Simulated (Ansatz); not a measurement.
## How far is PAW off for NaH?

```
CELL_PARAMETERS angstrom
0.00000 2.44000 2.44000
2.44000 0.00000 2.44000
2.44000 2.44000 0.00000
ATOMIC_POSITIONS crystal
Na 0.00000 0.00000 0.00000
H 0.50000 0.50000 0.50000
```

Atom numbers follow the list: Na1, H2.

The conventional cell has a = 4.880 Å, b = 4.880 Å, c = 4.880 Å, α = 90.00°, β = 90.00°, γ = 90.00°. Around Na (atom 1) lie 6 H at 2.44 Å. Around H (atom 2) lie 6 Na at 2.44 Å.

The cell is COD entry 9008680, as deposited and not checked against the literature; nothing was relaxed.

Levels of theory: DFT, PBEsol, PAW with Ansatz's default frozen-core files, scalar-relativistic (Ansatz 0.2.0); DFT, PBEsol, all-electron LAPW, scalar-relativistic (Ansatz 0.2.0).

For PAW: a Γ-centred 9×9×9 k mesh, Fermi–Dirac smearing of 0.03 eV, cutoff 420 eV, no spin polarisation; the PAW files were made with PBE, and the program remakes their frozen cores for this functional. LAPW targets a basis error of 1 meV/atom. The Ansatz runs share mesh, smearing and spin set-up. Plane-wave (PAW) pressures include the program's estimate of the Pulay term.

Stress and pressure are positive in compression.

Levels count from the top of the valence band.

PAW results:

```csv
quantity,PAW
pressure (GPa),-1.19
band gap (eV),3.522
highest filled level at K (eV),-0.117
lowest empty level at K (eV),5.040
highest filled level at Γ (eV),-3.629
lowest empty level at Γ (eV),10.165
highest filled level at X (eV),-0.175
lowest empty level at X (eV),4.356
```

**Question.** What does LAPW (all electrons) give for the same quantities?

**Answer.** 
| quantity | LAPW |
| --- | --- |
| pressure (GPa) | -1.19 |
| band gap (eV) | 3.523 |
| highest filled level at K (eV) | -0.117 |
| lowest empty level at K (eV) | 5.041 |
| highest filled level at Γ (eV) | -3.629 |
| lowest empty level at Γ (eV) | 10.164 |
| highest filled level at X (eV) | -0.174 |
| lowest empty level at X (eV) | 4.357 |
